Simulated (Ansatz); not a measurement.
The system is FeO.

```
Fe O
1.0
     2.68236   -1.52443    0.00000
     2.68236    1.52443    0.00000
    -0.23431    0.00000    5.26945
Fe O
2 2
Cartesian
  -0.1172 0.0000 2.6347
  0.0000 0.0000 0.0000
  1.6253 0.0000 3.9220
  3.5051 0.0000 1.3474
```

The cell comes from a database or a generator and needn't be the stable form of this composition.

Base run:

* Program: Ansatz 0.2.0
* Functional: PBEsol
* Potentials or basis: all-electron LAPW, scalar-relativistic
* Cutoff: 345 eV
* Density cutoff: 1381 eV
* Basis error allowed: 0.001 eV/atom
* k mesh: 10 × 10 × 5
* Occupations: fermi-dirac, width 0.05 eV
* Spin: collinear spin, ferromagnetic start
* Starting moments: [3.0, 3.0, 0.0, 0.0] μB

Its results: pressure -20.8 GPa; net moment 0.06 μB per cell; site moments Fe +3.40, -3.37; O +0.01 μB; largest force 0.183 eV/Å.

Question: The run is repeated on the same cell with these changes: functional from PBEsol to LDA; basis error allowed from 0.001 eV/atom to 0.002 eV/atom. What comes out?

Answer: Pressure -27.6 GPa; net moment 0.05 μB per cell; site moments Fe +3.34, -3.32; O +0.01 μB; largest force 0.173 eV/Å.

Caveats: so large a pressure means that the cell lies far from this level's equilibrium, or that cutoff or potentials fall short (some runs).

Not every run made on this cell is shown here.
